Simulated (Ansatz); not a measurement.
Crystal: La.

```xyz
2
Lattice="3.7500 0.0000 0.0000 -1.8750 3.2476 0.0000 0.0000 0.0000 6.0700" Properties=species:S:1:pos:R:3 pbc="T T T"
La    1.8750    1.0825    4.5525
La    0.0000    2.1651    1.5175
```

This isn't the form of La at room conditions, which is double hcp.

```yaml
Program: Ansatz 0.2.0
Task: relaxation of cell and atoms
Functional: PBEsol
Potentials_or_basis: Ansatz PAW
Cutoff: "420 eV (not typed: the program's choice for these potentials)"
k_mesh: 8 × 8 × 5
Occupations: fermi-dirac, width 0.05 eV
Spin: no spin polarisation
```

At the start: volume 36.96 Å³/atom.

**Question.** Where does the relaxation end?

**Answer.** It ends after 4 steps and the volume is 34.77 Å³/atom (-5.9 %); space group P6_3/mmc (No. 194, to 0.05 Å).

Step by step:
| step | energy change (eV) | largest force (eV/Å) | volume (Å³) |
| --- | --- | --- | --- |
| 1 | 0.0000 | 0.0000 | 73.92 |
| 2 | -0.0182 | 0.0000 | 71.08 |
| 3 | -0.0209 | 0.0000 | 69.54 |
| 4 | -0.0209 | 0.0000 | 69.54 |

Final structure:
```
CELL_PARAMETERS angstrom
3.68089 0.00000 0.00000
-1.84044 3.18774 0.00000
0.00000 0.00000 5.92612
ATOMIC_POSITIONS crystal
La 0.66667 0.33333 0.75000
La 0.33333 0.66667 0.25000
```

Caveat: the plane-wave basis is chosen anew once the cell has moved, so the energies of steps on either side of that aren't comparable; the PAW data sets come from PBE, with cores solved anew for the run's functional, which leaves a small shift of forces and pressure.
